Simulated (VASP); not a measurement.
# As (R-3m) in VASP: notebook, part 2 of 2

VASP 6.6.1. Earlier steps stand in the parts before.

### Step 4. Relaxation of cell and atoms, PBE+D3(BJ)

This run uses another cell than the first one, of 20.91 Å³/atom, 0.954 times its volume.

The input, INCAR:

```
SYSTEM = As
PREC     = Accurate       ! precision mode
ENCUT    = 600            ! plane-wave cutoff, eV
EDIFF    = 1E-7           ! SCF threshold, eV
ISMEAR   = 1              ! smearing method
SIGMA    = 0.1            ! smearing width, eV
LREAL    = .False.        ! projectors in reciprocal space
LASPH    = .True.         ! aspherical terms in the spheres
NELM     = 80             ! most SCF steps
ALGO     = Normal         ! electronic algorithm
ISIF     = 3              ! what is computed and relaxed
LWAVE    = .False.        ! write WAVECAR
LCHARG   = .False.        ! write CHGCAR
GGA      = PE             ! functional
IVDW     = 12             ! dispersion correction
IBRION   = 2              ! ionic algorithm
NSW      = 90             ! ionic steps
EDIFFG   = -0.005         ! ionic threshold
```

The input, KPOINTS:

```
Automatic mesh
0
Gamma
  12 12 12
  0 0 0
```

The input, POSCAR:

```
As                                      
1.0
    1.8952217522      1.0942067888      3.3608127467
   -1.8952217522      1.0942067888      3.3608127467
    0.0000000000     -2.1884135777      3.3608127467
  As            
     2
Direct
     0.7693727804433942    0.7693727804433942    0.7693727804433942
     0.2306272195566058    0.2306272195566058    0.2306272195566059
```

Potentials or basis: VASP PAW PBE potentials, release 64 (As).

On the command line:

```console
$ cat potpaw_PBE.64/As/POTCAR > POTCAR
$ mpirun -np 1 vasp_std > vasp.out
```

OUTCAR:

```text
SYSTEM = As
   PREC = Accurate
   ENCUT = 600
   EDIFF = 1E-7
   ISMEAR = 1
   LREAL = .False.
   LASPH = .True.
   NELM = 80
   ISIF = 3
   GGA = PE
   IVDW = 12
   IBRION = 2
   NSW = 90
   EDIFFG = -0.005
 IVDW          = 12

 ion  position               nearest neighbor table
   1  0.769  0.769  0.769-   2 2.54   2 2.54   2 2.54
   2  0.231  0.231  0.231-   1 2.54   1 2.54   1 2.54

[... 533 lines left out ...]

------------------------ aborting loop because EDIFF is reached ----------------------------------------

 Edisp (eV)   -0.86635

 E8    (eV) :    -0.3670

  FORCE on cell =-STRESS in cart. coord.  units (eV):
  Direction    XX          YY          ZZ          XY          YZ          ZX
  --------------------------------------------------------------------------------------
  -------------------------------------------------------------------------------------
  Total       0.00716     0.00716     0.00748     0.00000    -0.00000     0.00000
  in kB       0.27450     0.27450     0.28678     0.00000    -0.00000     0.00000
  external pressure =        0.28 kB  Pullay stress =        0.00 kB

 VOLUME and BASIS-vectors are now :
 -----------------------------------------------------------------------------
  energy-cutoff  :      600.00
  volume of cell :       41.78
      direct lattice vectors                 reciprocal lattice vectors
     1.894508252  1.093794849  3.360353159     0.263920730  0.152374704  0.099195923
    -1.894508252  1.093794849  3.360353159    -0.263920730  0.152374704  0.099195923
     0.000000000 -2.187589699  3.360353159     0.000000000 -0.304749408  0.099195923

 POSITION                                       TOTAL-FORCE (eV/Angst)
 -----------------------------------------------------------------------------------
      0.00000     -0.00000      7.75608         0.000000      0.000000     -0.004530
      0.00000     -0.00000      2.32498         0.000000     -0.000000      0.004530
 -----------------------------------------------------------------------------------
    total drift:                               -0.000000     -0.000000      0.000000

  FREE ENERGIE OF THE ION-ELECTRON SYSTEM (eV)
  ---------------------------------------------------
  free  energy   TOTEN  =       -10.1778252788 eV

  energy  without entropy=      -10.1778712658  energy(sigma->0) =      -10.17784061

 reached required accuracy - stopping structural energy minimisation
```

OSZICAR:

```text
N       E                     dE             d eps       ncg     rms          rms(c)
DAV:   1     0.331785480651E+02    0.33179E+02   -0.47365E+03  3402   0.104E+03
DAV:   2    -0.795769407811E+01   -0.41136E+02   -0.40036E+02  5232   0.128E+02
DAV:   3    -0.931162583262E+01   -0.13539E+01   -0.13370E+01  4035   0.279E+01
DAV:   4    -0.932171768373E+01   -0.10092E-01   -0.10085E-01  4211   0.212E+00
DAV:   5    -0.932174703400E+01   -0.29350E-04   -0.29350E-04  3802   0.104E-01    0.328E+00
DAV:   6    -0.931535566213E+01    0.63914E-02   -0.40304E-03  3861   0.534E-01    0.197E+00
DAV:   7    -0.931209653767E+01    0.32591E-02   -0.92325E-03  3575   0.833E-01    0.908E-02
DAV:   8    -0.931221583017E+01   -0.11929E-03   -0.28058E-04  3614   0.128E-01    0.310E-02
DAV:   9    -0.931225673091E+01   -0.40901E-04   -0.58324E-05  3773   0.631E-02    0.939E-03
DAV:  10    -0.931225612233E+01    0.60857E-06   -0.45260E-06  4174   0.143E-02    0.327E-03
DAV:  11    -0.931225599339E+01    0.12895E-06   -0.66627E-07  3561   0.641E-03    0.116E-03
DAV:  12    -0.931225614514E+01   -0.15176E-06   -0.40220E-08  1871   0.148E-03    0.279E-04
DAV:  13    -0.931225615048E+01   -0.53404E-08   -0.12128E-08  1746   0.915E-04
   1 F= -.10177821E+02 E0= -.10177836E+02  d E =-.101778E+02
       N       E                     dE             d eps       ncg     rms          rms(c)
DAV:   1    -0.931148765608E+01    0.76849E-03   -0.37383E-04  3620   0.116E-01    0.164E-02
DAV:   2    -0.931148077298E+01    0.68831E-05   -0.70500E-06  3543   0.202E-02    0.908E-03
DAV:   3    -0.931147817996E+01    0.25930E-05   -0.82499E-06  3585   0.166E-02    0.216E-03
DAV:   4    -0.931147815187E+01    0.28092E-07   -0.40352E-08  2080   0.196E-03
   2 F= -.10177825E+02 E0= -.10177841E+02  d E =-.471357E-05
```

CONTCAR:

```text
As
   1.00000000000000
     1.8945082522396812    1.0937948494058303    3.3603531587217961
    -1.8945082522396812    1.0937948494058303    3.3603531587217961
     0.0000000000000000   -2.1875896989116090    3.3603531587217916
  As
     2
Direct
     0.7693711034831675    0.7693711034831675    0.7693711034831675
     0.2306288965168325    0.2306288965168325    0.2306288965168325

  0.00000000E+00  0.00000000E+00  0.00000000E+00
  0.00000000E+00  0.00000000E+00  0.00000000E+00
```

Wall time 2.7 min (1 thread of AMD EPYC 7R43 (Zen 3), shared host); peak memory 0.22 GiB.

What came out:

```yaml
Free_energy: -10.1778 eV
Relaxed_volume: 20.89 Å³/atom
Relaxed_cell: a = 4.010 Å, b = 4.010 Å, c = 4.010 Å, α = 56.39°, β = 56.39°, γ = 56.39°
Space_group_after_relaxing_to_0.05_Å: R-3m (No. 166)
Energy_gained_by_relaxing: 0.0 meV/atom
Ionic_steps: 2
Pressure_after_relaxing: 0.0 GPa
Largest_force_after_relaxing: 0.005 eV/Å
Band_gap_on_the_k_mesh: none (metal or under the smearing width)
Dispersion_energy_per_atom: -0.433 eV
```

Forces in eV/Å, atoms in the order of the input:
```
As   0.000  0.000 -0.005
As   0.000  0.000  0.005
```

Final structure:
```
As
1.0
     1.89451    1.09379    3.36035
    -1.89451    1.09379    3.36035
     0.00000   -2.18759    3.36035
As
2
Direct
  0.76937 0.76937 0.76937
  0.23063 0.23063 0.23063
```

Levels at points of the mesh, in eV from the Fermi level:
```csv
k point,band 2,band 3,band 4,band 5,band 6,band 7,band 8,band 9
"(0.00, 0.00, 0.00)",-5.56,-2.36,-2.07,-2.07,2.16,3.15,3.15,6.47
"(0.50, 0.00, 0.00)",-11.28,-2.55,-2.35,-0.29,-0.29,0.29,0.88,9.48
"(0.50, 0.50, 0.00)",-9.50,-6.33,-4.35,-4.28,1.64,5.72,6.71,7.72
"(0.50, 0.50, 0.50)",-10.38,-1.71,-1.71,-0.64,0.36,0.36,1.55,8.54
```

Caveat: pairwise dispersion overbinds metals, which lowers pressure and volume.

### Step 5. Relaxation of cell and atoms, rev-vdW-DF2

This run uses another cell than the first one, of 21.53 Å³/atom, 0.982 times its volume.

The input, INCAR:

```
  PREC = Accurate
  ENCUT = 600
  EDIFF = 1E-6
  ISMEAR = 1
  SIGMA = 0.1
  LREAL = False
  LASPH = True
  NELM = 80
  ALGO = Normal
  ISIF = 3
  LWAVE = False
  LCHARG = False
  GGA = MK
  LUSE_VDW = True
  AGGAC = 0.0
  PARAM1 = 0.1234
  PARAM2 = 0.711357
  ZAB_VDW = -1.8867
  IBRION = 2
  NSW = 90
  EDIFFG = -0.01
```

The input, KPOINTS:

```
regular mesh
0
Gamma
  12 12 12
```

The input, POSCAR:

```
As
1.0
    1.8807968987      1.0858785957      3.5140619945
   -1.8807968987      1.0858785957      3.5140619945
    0.0000000000     -2.1717571915      3.5140619945
As
2
Direct
    0.7740000000      0.7740000000      0.7740000000
    0.2260000000      0.2260000000      0.2260000000
```

On the command line:

```console
$ cat potpaw_PBE.64/As/POTCAR > POTCAR
$ mpirun -np 1 vasp_std > vasp.out
```

Run time: 14 min. Hardware: 1 thread of Intel Xeon Platinum 8259CL at 2.50GHz (Skylake/Cascade Lake), shared host; peak memory 0.52 GiB.

It converged, with:

| Property | Result |
| --- | --- |
| Free energy | -6.7648 eV |
| Relaxed volume | 21.96 Å³/atom |
| Relaxed cell | a = 4.118 Å, b = 4.118 Å, c = 4.118 Å, α = 55.23°, β = 55.23°, γ = 55.23° |
| Space group after relaxing (to 0.05 Å) | R-3m (No. 166) |
| Energy gained by relaxing | 13.7 meV/atom |
| Ionic steps | 10 |
| Pressure after relaxing | 0.0 GPa |
| Band gap on the k mesh | none (metal or under the smearing width) |

The path:
```tsv
step	energy change (eV)	largest force (eV/Å)	pressure (GPa)	volume (Å³)
1	0.0000	0.5738	3.41	43.06
2	-0.0102	0.2850	-2.71	45.98
3	-0.0253	0.0664	-0.24	44.66
4	-0.0253	0.0759	-0.18	44.63
5	-0.0260	0.0501	-0.09	44.47
6	-0.0266	0.0121	0.12	44.09
7	-0.0271	0.0255	-0.03	44.08
8	-0.0272	0.0391	-0.19	44.06
9	-0.0273	0.0237	0.16	43.82
10	-0.0274	0.0014	0.02	43.92
```

Final structure:
```yaml
crystal:
  lattice:
    - [1.90907, 1.10220, 3.47874]
    - [-1.90907, 1.10220, 3.47874]
    - [0.00000, -2.20440, 3.47874]
  atoms:
    - { symbol: As, position: [0.77117, 0.77117, 0.77117] }
    - { symbol: As, position: [0.22883, 0.22883, 0.22883] }
```

Levels at points of the mesh, in eV from the Fermi level:
```tsv
k point	band 1	band 2	band 3	band 4	band 5	band 6	band 7	band 8	band 9
(0.00, 0.00, 0.00)	-14.70	-5.88	-2.29	-1.88	-1.88	1.97	3.01	3.01	6.78
(0.50, 0.00, 0.00)	-12.03	-10.96	-2.49	-2.42	-0.28	-0.25	0.37	1.18	9.20
(0.50, 0.50, 0.00)	-12.02	-9.48	-5.89	-4.05	-3.94	1.77	5.39	6.61	7.18
(0.50, 0.50, 0.50)	-13.27	-10.00	-1.56	-1.56	-0.63	0.66	0.66	1.64	8.28
```

Caveat: the PAW data sets were made with another functional, which shifts forces and pressure a little.

### Step 6. The runs side by side

```tsv
level	gap on the mesh (eV)	pressure (GPa)	relaxed volume (Å³/atom)
r2SCAN+rVV10	none	0.0	-
PBE+D3(BJ)	none	0.0	20.89
rev-vdW-DF2	none	0.0	21.96
```

Alike in all rows: task relaxation of cell and atoms; potentials or basis VASP PAW PBE potentials, release 64 (As); no spin polarisation; cell relaxed; k mesh 12 × 12 × 12; cutoff (eV) 600; smearing methfessel-paxton 0.1 eV.

Caveats: the PAW data sets were made with another functional, which shifts forces and pressure a little (some runs); pairwise dispersion overbinds metals, which lowers pressure and volume (some runs); the relaxation stopped at its first step, so nothing moved (some runs).

Total energies depend on the potentials used, so only differences within one code and one set of settings carry meaning.
